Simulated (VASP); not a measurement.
Runs of VASP 6.6.1 on Ag. Symmetry: P6_3/mmc, No. 194, hexagonal system. The conventional cell has a = 2.922 Å, b = 2.922 Å, c = 4.702 Å, α = 90.00°, β = 90.00°, γ = 120.00°. Ag (site symmetry -6m2) has 12 Ag at 2.89 to 2.92 Å as nearest neighbours. This isn't the form of Ag at room conditions, which is fcc.

```tsv
task	cell	gap on the mesh (eV)	pressure (GPa)
single point	volume scaled by 0.98	none	1.8
single point	as given	none	-0.3
electric field gradients	volume scaled by 1.02, PAW files	none	(a)
electric field gradients	as given	none	-0.3
```

Alike in all rows: level r2SCAN; potentials or basis VASP PAW PBE potentials, release 64 (Ag); no spin polarisation; k mesh 13 × 13 × 7; cutoff (eV) 520; smearing fermi-dirac 0.03 eV.

Estimate the missing entries.

(a) -2.3.

Caveats: the PAW data sets were made with another functional, which shifts forces and pressure a little.

A k mesh can miss the band edges, and the runs leave out spin-orbit coupling on Ag.

A gap of «none» marks a metal or a gap under the smearing width.
